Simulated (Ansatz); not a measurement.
# Structures of AlGa3N4: which is lowest?

Plane-wave DFT in Ansatz with scalar-relativistic PAW potentials, cutoff 500 eV, Γ-centred meshes chosen by cell and gap, Gaussian smearing with energies taken to zero width. Every cell was relaxed (cell and atoms) in a run of its own, within the symmetry of its start. Functional: r2SCAN.

Relaxed structures (starts from databases or built by putting these elements on another compound's sites):
A. P-43m, 8 atoms in the computed cell, a = 4.465 Å; sites (symmetry × multiplicity) Al -43m × 1, Ga -42.m × 3, N .3m × 4; start: database
B. Pm, 8 atoms in the computed cell, a = 5.139 Å, b = 3.163 Å, c = 5.477 Å, β = 90.0°; sites (symmetry × multiplicity) Al m × 1, Ga m × 1 + m × 1 + m × 1, N m × 1 + m × 1 + m × 1 + m × 1; start: database

Q: Rank them by energy. Could pressure change the order?

A:
| structure | group | E − E(lowest) (meV/atom) | V (Å³/atom) | gap on mesh (eV) |
| --- | --- | --- | --- | --- |
| B | Pm | 0.0 | 11.13 | 2.89 |
| A | P-43m | 8.4 | 11.13 | 2.82 |

B is lowest, 8 meV/atom under A. The two lowest differ in volume by under 3 %, too little for a first-order estimate of what pressure does to that pair (other pairs aren't weighed here); with rigid cells even 3 % in favour of the higher one would need about 4 GPa. Other structures may lie lower than all of these, and vibrations aren't counted.